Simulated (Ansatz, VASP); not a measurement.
**One calculation of Si, two programs**

```
Si
1.0
    -1.54658    1.54658    1.54658
     1.54658   -1.54658    1.54658
     1.54658    1.54658   -1.54658
Si
1
Direct
  0.00000 0.00000 0.00000
```

Alike in both runs: task single point; functional RPBE; k mesh 16 × 16 × 16; occupations fermi-dirac, width 0.1 eV; no spin polarisation.

```csv
,VASP,Ansatz
version,VASP 6.6.1,Ansatz 0.2.0
potentials or method,"VASP PAW PBE potentials, release 64 (Si)","plane waves (420 eV) with PAW, scalar-relativistic"
plane-wave cutoff (eV),520,420
valence electrons in the cell,4,4
```

Ansatz gave:

* pressure (GPa): 0.2

Q: Which values does VASP return?

A: Pressure (GPa): -0.2.

The functional is the same, so the differences come from potentials, cutoffs and numerics.

Caveats: the PAW data sets were made with another functional, which shifts forces and pressure a little (VASP).
